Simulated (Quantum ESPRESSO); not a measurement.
The system is SnO.

```
Sn O
1.0
     3.81370    0.00000    0.00000
     0.00000    3.81370    0.00000
     0.00000    0.00000    4.88691
Sn O
2 2
Direct
  0.50000 0.00000 0.76463
  0.00000 0.50000 0.23537
  0.00000 0.00000 0.00000
  0.50000 0.50000 0.00000
```

The cell is a database's computed one.

Program: Quantum ESPRESSO 7.5. Alike in all runs: no spin polarisation; cell as given; smearing fermi-dirac 0.05 eV.

Question: Order these runs on this cell by their pressure, lowest first.
A. level LDA; potentials or basis PseudoDojo 0.4.1 SR LDA standard; k mesh 6 × 6 × 4, shifted; cutoff (eV) 1143; form of the LDA correlation PW92; mesh quality not flagged
B. level BLYP; potentials or basis PseudoDojo 0.4.1 SR PBE standard; k mesh 6 × 6 × 4, shifted; cutoff (eV) 1143; mesh quality not flagged
C. level PBE; potentials or basis SG15 PBE 1.2; k mesh 3 × 3 × 3; cutoff (eV) 1197; mesh quality coarse
D. level PBEsol; potentials or basis PseudoDojo 0.4.1 SR PBEsol standard; k mesh 6 × 6 × 4, shifted; cutoff (eV) 1143; mesh quality not flagged

Answer: A (-3.1 GPa), D (0.0 GPa), C (3.2 GPa), B (8.9 GPa).

Caveats: some runs use coarse meshes; the cell is more than 3 GPa from zero pressure, which shifts response properties (some runs); the potentials were made for another functional, which shifts forces and pressure (some runs).

Not every run made on this cell is shown here.
